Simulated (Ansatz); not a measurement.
The parent structure is Sb2Te3 in the Bi2Te3 type structure (space group R-3m, No. 166).

```yaml
crystal:
  lattice:
    - [2.14354, 1.23757, 10.30990]
    - [-2.14354, 1.23757, 10.30990]
    - [0.00000, -2.47514, 10.30990]
  atoms:
    - { symbol: Sb, position: [0.39727, 0.39727, 0.39727] }
    - { symbol: Sb, position: [0.60273, 0.60273, 0.60273] }
    - { symbol: Te, position: [0.00000, 0.00000, 0.00000] }
    - { symbol: Te, position: [0.21451, 0.21451, 0.21451] }
    - { symbol: Te, position: [0.78549, 0.78549, 0.78549] }
```

Cartesian axes are those of the cell as printed.

Calculations: r2SCAN+rVV10/PAW in Ansatz (a program for electronic structure), scalar-relativistic without spin-orbit coupling, earlier PAW set.

Base values:

The band gap is 0.27 eV.

Perturbation: uniaxial strain ε_zz = −0.71 %, all other strain components held at zero; the atoms relax in the strained cell.

Q: What happens to the stress and band gap?

A: The stress (xx, yy, zz, yz, xz, xy; compression positive) is (0.14, 0.14, 0.24, 0.00, 0.00, 0.00) GPa; the band gap falls by 0.043 eV (0.27 eV → 0.22 eV).

Spin-orbit coupling, missing from the scalar runs, can matter with Sb and Te. Stability against distortions was not tested. A zero or small gap of Sb2Te3 can be the functional's error rather than a property of the material.
